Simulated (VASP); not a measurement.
# Sb (I4/mcm) in VASP: a series of runs

One crystal, Sb, is run at these levels: PBE; tasks: single point.

Everything below comes from runs of VASP 6.6.1. Logs are shortened: lines on timing, memory, paths and dates and some standing lists are left out, and cuts for length are marked.

## Step 1: The cell of the first run

It takes space group I4/mcm (No. 140, tetragonal). The conventional cell has a = 7.873 Å, b = 7.873 Å, c = 3.836 Å, α = 90.00°, β = 90.00°, γ = 90.00°. Sb (site symmetry m2m) is surrounded by 6 Sb at 2.87 to 3.09 Å.

This isn't the form of Sb at room conditions, which is rhombohedral.

## Step 2: Single point, PBE (strained and moved within the space group)

INCAR reads:

```
SYSTEM = Sb
  PREC = Accurate
  ENCUT = 520
  EDIFF = 1E-6
  ISMEAR = 0
  SIGMA = 0.1
  LREAL = .False.
  LASPH = .True.
  NELM = 100
  ALGO = Fast
  ISIF = 2
  LWAVE = .False.
  LCHARG = .True.
  GGA = PE
  LELF = .True.
  LVHAR = .True.
  NBANDS = 18
```

KPOINTS reads:

```
regular mesh
0
Gamma
  12 12 12
  0 0 0
```

POSCAR reads:

```
Sb
1.0
   -3.9367158979      3.9367158979      1.9178320855
    3.9367158979     -3.9367158979      1.9178320855
    3.9367158979      3.9367158979     -1.9178320855
Sb
4
Direct
    0.3461050359      0.1538949641      0.5000000000
    0.8461050359      0.3461050359      0.1922100717
    0.6538949641      0.8461050359      0.5000000000
    0.1538949641      0.6538949641      0.8077899283
```

Potentials or basis: VASP PAW PBE potentials, release 64 (Sb).

Launch:

```
cat potpaw_PBE.64/Sb/POTCAR > POTCAR
mpirun -np 1 vasp_std > vasp.out
```

OUTCAR:

```text
SYSTEM = Sb
   PREC = Accurate
   ENCUT = 520
   EDIFF = 1E-6
   ISMEAR = 0
   LREAL = .False.
   LASPH = .True.
   NELM = 100
   ISIF = 2
   GGA = PE

 ion  position               nearest neighbor table
   1  0.346  0.154  0.500-   3 2.87   3 2.87   4 3.09   2 3.09   2 3.09   4 3.09   3 3.43
   2  0.846  0.346  0.192-   4 2.87   4 2.87   3 3.09   1 3.09   1 3.09   3 3.09   4 3.43
   3  0.654  0.846  0.500-   1 2.87   1 2.87   4 3.09   2 3.09   4 3.09   2 3.09   1 3.43
   4  0.154  0.654  0.808-   2 2.87   2 2.87   1 3.09   3 3.09   1 3.09   3 3.09   2 3.43

  LATTYP: Found a body centered tetragonal cell.
 ALAT       =     7.8734317958
 C/A-ratio  =     0.4871654789

  Lattice vectors:

 A1 = (  -3.9367158979,   3.9367158979,   1.9178320855)
 A2 = (   3.9367158979,  -3.9367158979,   1.9178320855)
 A3 = (   3.9367158979,   3.9367158979,  -1.9178320855)

Analysis of symmetry for initial positions (statically):
=====================================================================
 Subroutine PRICEL returns:
 Original cell was already a primitive cell.

 Routine SETGRP: Setting up the symmetry group for a
 body centered tetragonal supercell.

 Subroutine GETGRP returns: Found 16 space group operations
 (whereof  8 operations were pure point group operations)
 out of a pool of 16 trial point group operations.

The static configuration has the point symmetry C_4h.
 The point group associated with its full space group is D_4h.

Analysis of symmetry for dynamics (positions and initial velocities):
=====================================================================
 Subroutine PRICEL returns:
 Original cell was already a primitive cell.

 Routine SETGRP: Setting up the symmetry group for a
 body centered tetragonal supercell.

 Subroutine GETGRP returns: Found 16 space group operations
 (whereof  8 operations were pure point group operations)
 out of a pool of 16 trial point group operations.

The dynamic configuration has the point symmetry C_4h.
 The point group associated with its full space group is D_4h.

 Subroutine INISYM returns: Found 16 space group operations
 (whereof  8 operations are pure point group operations),
 and found     1 'primitive' translations

----------------------------------------------------------------------------------------

                                     Primitive cell

  volume of cell :     118.8882

  direct lattice vectors                    reciprocal lattice vectors
    -3.936715898  3.936715898  1.917832085     0.000000000  0.127009419  0.260711041
     3.936715898 -3.936715898  1.917832085     0.127009419  0.000000000  0.260711041
     3.936715898  3.936715898 -1.917832085     0.127009419  0.127009419  0.000000000

  length of vectors
     5.888424580  5.888424580  5.888424580     0.290002827  0.290002827  0.179618443

  position of ions in fractional coordinates (direct lattice)
     0.346105036  0.153894964  0.500000000
     0.846105036  0.346105036  0.192210072
     0.653894964  0.846105036  0.500000000
     0.153894964  0.653894964  0.807789928

  ion indices of the primitive-cell ions
   primitive index   ion index
                 1           1
                 2           2
                 3           3
                 4           4

----------------------------------------------------------------------------------------

 KPOINTS: regular mesh

Automatic generation of k-mesh.
 Grid dimensions read from file:
 generate k-points for:   12   12   12

 Generating k-lattice:

  Cartesian coordinates                     Fractional coordinates (reciprocal lattice)
     0.000000000  0.010584118  0.021725920     0.083333333 -0.000000000  0.000000000
     0.010584118  0.000000000  0.021725920    -0.000000000  0.083333333  0.000000000
     0.010584118  0.010584118  0.000000000     0.000000000  0.000000000  0.083333333

  Length of vectors
     0.024166902  0.024166902  0.014968204

  Shift w.r.t. Gamma in fractional coordinates (k-lattice)
     0.000000000  0.000000000  0.000000000

 Subroutine IBZKPT returns following result:
 ===========================================

 Found    163 irreducible k-points:

 Following reciprocal coordinates:
            Coordinates               Weight
  0.000000  0.000000  0.000000      1.000000
  0.083333 -0.000000  0.000000      8.000000
  0.166667 -0.000000  0.000000      8.000000
  0.250000  0.000000  0.000000      8.000000
  0.333333 -0.000000  0.000000      8.000000
  0.416667  0.000000  0.000000      8.000000
[... 16 lines left out ...]
  0.500000  0.166667  0.000000     16.000000
 -0.416667  0.166667  0.000000     16.000000
 [... further k-points ...]
   k-points           NKPTS =    163   k-points in BZ     NKDIM =    163   number of bands    NBANDS=     18
   number of dos      NEDOS =    301   number of ions     NIONS =      4
   total plane-waves  NPLWV = 110592
   dimension x,y,z NGX =    48 NGY =   48 NGZ =   48
   dimension x,y,z NGXF=    96 NGYF=   96 NGZF=   96
   ions per type =               4
   NGX,Y,Z   is equivalent  to a cutoff of  13.55, 13.55, 13.55 a.u.
   NGXF,Y,Z  is equivalent  to a cutoff of  27.10, 27.10, 27.10 a.u.
 SYSTEM =  Sb
   PREC   = accura    normal or accurate (medium, high low for compatibility)
   ISTART =      0    job   : 0-new  1-cont  2-samecut
   ICHARG =      2    charge: 1-file 2-atom 10-const
   ISPIN  =      1    spin polarized calculation?
   LNONCOLLINEAR =      F non collinear calculations
   LSORBIT =      F    spin-orbit coupling
   LASPH  =      T    aspherical Exc in radial PAW
   ENCUT  =  520.0 eV  38.22 Ry    6.18 a.u.  10.95 10.95 10.95*2*pi/ulx,y,z
   NELM   =    100;   NELMIN=  2; NELMDL= -5     # of ELM steps
   EDIFF  = 0.1E-05   stopping-criterion for ELM
   LREAL  =      F    real-space projection
   EDIFFG = 0.1E-04   stopping-criterion for IOM
   NSW    =      0    number of steps for IOM
   IBRION =     -1    ionic relax: 0-MD 1-quasi-New 2-CG
   NFREE  =      0    steps in history (QN), initial steepest desc. (CG)
   ISIF   =      2    stress and relaxation
   ISYM   =      2    0-nonsym 1-usesym 2-fastsym
   POTIM  = 0.5000    time-step for ionic-motion
   TEBEG  =    0.0;   TEEND  =   0.0 temperature during run
   PSTRESS=    0.0 pullay stress
   NELECT =      20.0000    total number of electrons
   NUPDOWN=      -1.0000    fix difference up-down
   EMIN   =  10.00;   EMAX   =-10.00  energy-range for DOS
   EFERMI =   0.00;   METHOD = LEGACY
   ISMEAR =     0;   SIGMA  =   0.10  broadening in eV -4-tet -1-fermi 0-gaus
   EFERMI_NEDOS =   21; number of points for ismear=-14 and -15
   IALGO  =     68    algorithm
   IMIX   =      4    mixing-type and parameters
     AMIX     =   0.40;   BMIX     =  1.00
     AMIX_MAG =   1.60;   BMIX_MAG =  1.00
  volume/ion in A,a.u.               =      29.72       200.57
  Fermi-wavevector in a.u.,A,eV,Ry     =   0.903730  1.707802 11.112252  0.816728
  Thomas-Fermi vector in A             =   2.027091
   LORBIT       =      0    0 simple, 1 ext, 2 COOP (PROOUT), +10 PAW based schemes
   GGA     = PE    functional components
   LHFCALC =     F    Hartree Fock is set to
   AEXX    =    0.0000 exact exchange contribution
   IVDW    =     0    specifies the selected vdW correction
   LEPSILON=     F    determine dielectric tensor
   LRPA    =     F    only Hartree local field effects (RPA)
 non-spin polarized calculation
 RMM-DIIS sequential band-by-band and
 Gauss-broadening in eV      SIGMA  =   0.10
  energy-cutoff  :      520.00
  volume of cell :      118.89
 maximum number of plane-waves:      3232
 NGX is ok and might be reduce to    48
   NGX = 21   NGY = 21   NGZ = 21

 number of electron      20.0000000 magnetization

 Free energy of the ion-electron system (eV)
  ---------------------------------------------------
  ext. energy  EPLUGINS =         0.00000000
  ---------------------------------------------------
  free energy    TOTEN  =       -15.07287640 eV

  energy without entropy =      -15.05955260  energy(sigma->0) =      -15.06621450

 E-fermi :   7.3576     XC(G=0):  -9.4093

 val. band max:        7.3511282388   @ k =  -0.2500   0.4167   0.2500
 cond. band min:       7.3604958188   @ k =  -0.0833  -0.3333   0.0833
 fundamental gap:      0.0093675800
 Fermi energy:         7.3576258320

 k-point     1 :       0.0000    0.0000    0.0000
  band No.  band energies     occupation
      1      -5.9777      2.00000
      2      -2.5080      2.00000
      3      -0.8305      2.00000
      4      -0.8305      2.00000
      5       1.9016      2.00000
      6       5.4457      2.00000
[... 10 lines left out ...]
     17      13.8350      0.00000
     18      14.3187      0.00000

 k-point     2 :       0.0833   -0.0000    0.0000
  band No.  band energies     occupation
      1      -5.8911      2.00000
      2      -2.5104      2.00000
      3      -0.8496      2.00000
      4      -0.7036      2.00000
      5       2.0539      2.00000
      6       5.0615      2.00000
[... 10 lines left out ...]
     17      13.3268      0.00000
     18      14.5695      0.00000

 k-point     3 :       0.1667   -0.0000    0.0000
  band No.  band energies     occupation
      1      -5.6317      2.00000
      2      -2.4848      2.00000
      3      -0.8906      2.00000
      4      -0.4144      2.00000
      5       2.4630      2.00000
      6       3.6182      2.00000
[... 10 lines left out ...]
     17      12.3185      0.00000
     18      13.7875      0.00000

 k-point     4 :       0.2500    0.0000    0.0000
  band No.  band energies     occupation
      1      -5.2005      2.00000
      2      -2.3806      2.00000
      3      -0.9360      2.00000
      4      -0.3038      2.00000
      5       2.6377      2.00000
      6       2.7105      2.00000
[... 10 lines left out ...]
     17      12.7173      0.00000
     18      14.3481      0.00000

 k-point     5 :       0.3333   -0.0000    0.0000
  band No.  band energies     occupation
      1      -4.6006      2.00000
      2      -2.1795      2.00000
      3      -1.0119      2.00000
      4      -0.8710      2.00000
      5       2.1293      2.00000
      6       2.4816      2.00000
[... 10 lines left out ...]
     17      12.9536      0.00000
     18      14.1078      0.00000

 k-point     6 :       0.4167    0.0000    0.0000
  band No.  band energies     occupation
      1      -3.8389      2.00000
      2      -2.0416      2.00000
      3      -1.7048      2.00000
      4      -1.1873      2.00000
      5       1.7464      2.00000
      6       2.0904      2.00000
[... 10 lines left out ...]
     17      13.0707      0.00000
     18      13.4375      0.00000

 k-point     7 :       0.5000    0.0000    0.0000
  band No.  band energies     occupation
      1      -2.9348      2.00000
      2      -2.9348      2.00000
      3      -1.4826      2.00000
      4      -1.4826      2.00000
      5       1.7571      2.00000
      6       1.7571      2.00000
[... 10 lines left out ...]
     17      12.9609      0.00000
     18      12.9609      0.00000

 k-point     8 :       0.0833    0.0833    0.0000
  band No.  band energies     occupation
      1      -5.6592      2.00000
      2      -2.3932      2.00000
      3      -0.6730      2.00000
      4      -0.6527      2.00000
      5       2.3519      2.00000
      6       3.7363      2.00000
[... 10 lines left out ...]
     17      12.4210      0.00000
     18      13.9073      0.00000
[... 229 lines left out ...]
     17      12.4795      0.00000
     18      14.0829      0.00000

 k-point    20 :       0.2500    0.1667    0.0000
  band No.  band energies     occupation
      1      -3.9983      2.00000
      2      -1.8928      2.00000
      3      -1.5012      2.00000
      4      -1.1001      2.00000
      5       1.7719      2.00000
      6       2.2270      2.00000
[... 10 lines left out ...]
     17      12.9583      0.00000
     18      13.3713      0.00000

 k-point    21 :       0.3333    0.1667    0.0000
  band No.  band energies     occupation
      1      -3.1342      2.00000
      2      -2.6323      2.00000
      3      -1.6804      2.00000
      4      -1.4501      2.00000
      5       1.5467      2.00000
      6       2.4617      2.00000
[... 10 lines left out ...]
     17      13.0177      0.00000
     18      13.5239      0.00000

 k-point    22 :       0.4167    0.1667    0.0000
  band No.  band energies     occupation
      1      -3.5244      2.00000
      2      -2.2636      2.00000
      3      -2.0990      2.00000
      4      -1.2836      2.00000
      5       1.6343      2.00000
      6       2.9378      2.00000
[... 10 lines left out ...]
     17      13.1862      0.00000
     18      13.5827      0.00000

 k-point    23 :       0.5000    0.1667    0.0000
  band No.  band energies     occupation
      1      -4.3083      2.00000
      2      -2.6524      2.00000
      3      -1.2958      2.00000
      4      -0.9944      2.00000
      5       2.0489      2.00000
      6       3.2838      2.00000
[... 10 lines left out ...]
     17      13.1359      0.00000
     18      14.1357      0.00000

 k-point    24 :      -0.4167    0.1667    0.0000
  band No.  band energies     occupation
      1      -4.9456      2.00000
      2      -2.9387      2.00000
      3      -1.1971      2.00000
      4      -0.1981      2.00000
      5       2.4081      2.00000
      6       3.2278      2.00000
[... 10 lines left out ...]
     17      12.7368      0.00000
     18      13.9371      0.00000

 [... further k-points ...]
[... 5 lines left out ...]
  --------------------------------------------------------------------------------------
  -------------------------------------------------------------------------------------
  Total        5.3146522      5.3146522      8.6495919      0.0000000      0.0000000     -0.0000000
  in kB       71.6220441     71.6220441    116.5648160      0.0000000      0.0000000     -0.0000000
  external PRESSURE =      86.6029681 kB  Pullay stress =       0.0000000 kB

 VOLUME and BASIS-vectors are now :
 -----------------------------------------------------------------------------
  energy-cutoff  :      520.00
  volume of cell :      118.89
      direct lattice vectors                 reciprocal lattice vectors
    -3.936715898  3.936715898  1.917832085     0.000000000  0.127009419  0.260711041
     3.936715898 -3.936715898  1.917832085     0.127009419  0.000000000  0.260711041
     3.936715898  3.936715898 -1.917832085     0.127009419  0.127009419  0.000000000

 POSITION                                       TOTAL-FORCE (eV/Angst)
 -----------------------------------------------------------------------------------
      1.21168      2.72503      0.00000        -0.129545      0.129545     -0.000000
     -1.21168      2.72503      1.91783         0.129545      0.129545      0.000000
      2.72503      1.21168      1.91783         0.129545     -0.129545     -0.000000
      5.14840      1.21168     -0.00000        -0.129545     -0.129545     -0.000000
 -----------------------------------------------------------------------------------
    total drift:                               -0.000000     -0.000000     -0.000000

  FREE ENERGIE OF THE ION-ELECTRON SYSTEM (eV)
  ---------------------------------------------------
  free  energy   TOTEN  =       -15.0728763977 eV

  energy  without entropy=      -15.0595526022  energy(sigma->0) =      -15.06621450
```

Run time: 2.9 min. Hardware: 1 thread of Intel Xeon 6975P-C (Granite Rapids), shared host; peak memory 0.49 GiB.

Results:

| Quantity | Value |
| --- | --- |
| Free energy | -15.0729 eV |
| Pressure | 8.7 GPa |
| Largest force | 0.183 eV/Å |
| Band gap on the k mesh | none (metal or under the smearing width) |

Forces on the atoms (eV/Å):
```
Sb  -0.130  0.130  0.000
Sb   0.130  0.130  0.000
Sb   0.130 -0.130  0.000
Sb  -0.130 -0.130  0.000
```

Stress tensor (GPa, compression positive):
```
 7.16  0.00  0.00
 0.00  7.16  0.00
 0.00  0.00 11.66
```

(Continued in part 2 of 2.)
